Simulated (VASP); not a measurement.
Runs of VASP 6.6.1 on MoS2. The cell holds a slab with vacuum, 3 atoms: a = 3.153 Å, b = 3.153 Å, c = 21.130 Å, α = 90.00°, β = 90.00°, γ = 120.00°. 

```csv
task,level,cell,k mesh,cutoff (eV),grid for exact exchange (PRECFOCK),dipole correction,screening parameter,exchange at q = 0,gap on the mesh (eV),largest force (eV/Å)
band structure,HSE06,"P-6m2, 60.65 Å³/atom",9 × 9 × 1,520,Fast,yes,0.2 1/A,-,2.27,0.45
band structure,PBE+D3(BJ),"P-6m2, 60.65 Å³/atom",9 × 9 × 1,520,-,yes,-,-,1.78,-
band structure,PBE0,"P-6m2, 60.65 Å³/atom",9 × 9 × 1,520,Fast,yes,-,truncated,(a),0.44
relaxation of cell and atoms,PBE+D3(BJ),relaxed,12 × 12 × 1,600,-,-,-,-,1.78,-
```

Alike in all rows: potentials or basis VASP PAW PBE potentials, release 64 (S, Mo_sv); no spin polarisation; smearing gaussian 0.03 eV.

Q: Fill in the values left out.

A: (a) 2.91.

Caveats: the PAW data sets were made with another functional, which shifts forces and pressure a little (some runs).

A k mesh can miss the band edges, and the runs leave out spin-orbit coupling on Mo.
